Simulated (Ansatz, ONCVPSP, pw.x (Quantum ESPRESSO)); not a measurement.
What a changed setting does to a pw.x run (fcc Hf)

Potential: optimised norm-conserving Vanderbilt (ONCV), ONCVPSP 4.0.1.1 (patched build), PBE; core [Xe] 4f14, reference 5d2 6s2; waves: 6s: rc 3.20 bohr, ncon 4, nbas 7, qcut 2.4 1/bohr, 3 projectors, debl 2.4 Ha; p scattering state at 0.45 Ha: rc 3.30 bohr, ncon 5, nbas 8, qcut 2.3 1/bohr, 3 projectors, debl 3.5 Ha; 5d: rc 1.85 bohr, ncon 4, nbas 9, qcut 5.5 1/bohr, 2 projectors, debl 2.7 Ha; local part: polynomial inside 1.80 bohr (lpopt 5, dvloc0 6 Ha); core correction: none. In the p channel the program set the typed energies aside and used 0.050, 3.550, 7.050 Ha.

The reference run (k-mesh 13³, cutoffs 35/140 Ry, Fermi–Dirac 0.01 Ry, mixing_beta 0.4, conv_thr 1e-9, no spin) gives 0.09 GPa at 22.681 Å³/atom, where all-electron LAPW gives -0.23 GPa. This run, with its own iteration cap, changes nbnd to 5.

```
&control
  calculation='scf', prefix='x', pseudo_dir='./', outdir='./tmp', tstress=.true., disk_io='none'
/
&system
  ibrav=0, nat=1, ntyp=1, ecutwfc=35, ecutrho=140, nbnd=5,
  occupations='smearing', smearing='fd', degauss=0.01
/
&electrons
  conv_thr=1e-09, mixing_beta=0.4, electron_maxstep=50
/
ATOMIC_SPECIES
Hf 1.0 Hf.UPF
CELL_PARAMETERS angstrom
  0.00000000 2.24669474 2.24669474
  2.24669474 0.00000000 2.24669474
  2.24669474 2.24669474 0.00000000
ATOMIC_POSITIONS crystal
Hf 0.0000 0.0000 0.0000
K_POINTS automatic
13 13 13 0 0 0
```

```bash
pw.x < Hf.scf.in > Hf.scf.out
```

Task: How does the run end?

Result: It converges in 9 iterations; the free energy moves by +0.0 meV/atom and the pressure by +0.00 GPa. The result is that of the reference run.

```
Message from routine setup:
     using ibrav=0 with symmetry is DISCOURAGED, use correct ibrav instead
     lattice parameter (alat)  =       6.0042  a.u.
     unit-cell volume          =     153.0590 (a.u.)^3
     number of electrons       =         4.00
     number of Kohn-Sham states=            5
     kinetic-energy cutoff     =      35.0000  Ry
     charge density cutoff     =     140.0000  Ry
     scf convergence threshold =      1.0E-09
     Exchange-correlation= PBE
     number of k points=    84  Fermi-Dirac smearing, width (Ry)=  0.0100
     iteration #  1     ecut=    35.00 Ry     beta= 0.40
     total energy              =      -6.05371272 Ry
     estimated scf accuracy    <       0.01494683 Ry
     iteration #  2     ecut=    35.00 Ry     beta= 0.40
     total energy              =      -6.05270811 Ry
     estimated scf accuracy    <       0.00450960 Ry
     iteration #  3     ecut=    35.00 Ry     beta= 0.40
     total energy              =      -6.05330864 Ry
     estimated scf accuracy    <       0.00004688 Ry
     iteration #  4     ecut=    35.00 Ry     beta= 0.40
     c_bands:  1 eigenvalues not converged
     c_bands:  1 eigenvalues not converged
     total energy              =      -6.05350103 Ry
     estimated scf accuracy    <       0.00001954 Ry
     iteration #  5     ecut=    35.00 Ry     beta= 0.40
     c_bands:  1 eigenvalues not converged
     c_bands:  1 eigenvalues not converged
     total energy              =      -6.05350528 Ry
     estimated scf accuracy    <       0.00000826 Ry
     iteration #  6     ecut=    35.00 Ry     beta= 0.40
     c_bands:  1 eigenvalues not converged
     total energy              =      -6.05350385 Ry
     estimated scf accuracy    <       0.00001283 Ry
     iteration #  7     ecut=    35.00 Ry     beta= 0.40
     total energy              =      -6.05350451 Ry
     estimated scf accuracy    <          8.9E-09 Ry
     iteration #  8     ecut=    35.00 Ry     beta= 0.40
     c_bands:  1 eigenvalues not converged
     [... 1 repeated lines left out ...]
     total energy              =      -6.05350471 Ry
     estimated scf accuracy    <          1.4E-09 Ry
     iteration #  9     ecut=    35.00 Ry     beta= 0.40
     [... 2 repeated lines left out ...]
     the Fermi energy is     8.6284 ev
!    total energy              =      -6.05350471 Ry
     estimated scf accuracy    <          7.8E-10 Ry
     smearing contrib. (-TS)   =      -0.00658515 Ry
     The total energy is F=E-TS. E is the sum of the following terms:
     one-electron contribution =       4.70269527 Ry
     hartree contribution      =       0.00989835 Ry
     xc contribution           =      -2.12031709 Ry
     ewald contribution        =      -8.63919608 Ry
     convergence has been achieved in   9 iterations
          total   stress  (Ry/bohr**3)                   (kbar)     P=        0.91
     Message from routine punch:
     Nothing written, as per user request (disk_io='none')
```

The run took about 8.3 s on one core of a shared host (Neoverse-N1, 64 threads, 124 GiB, load 59).
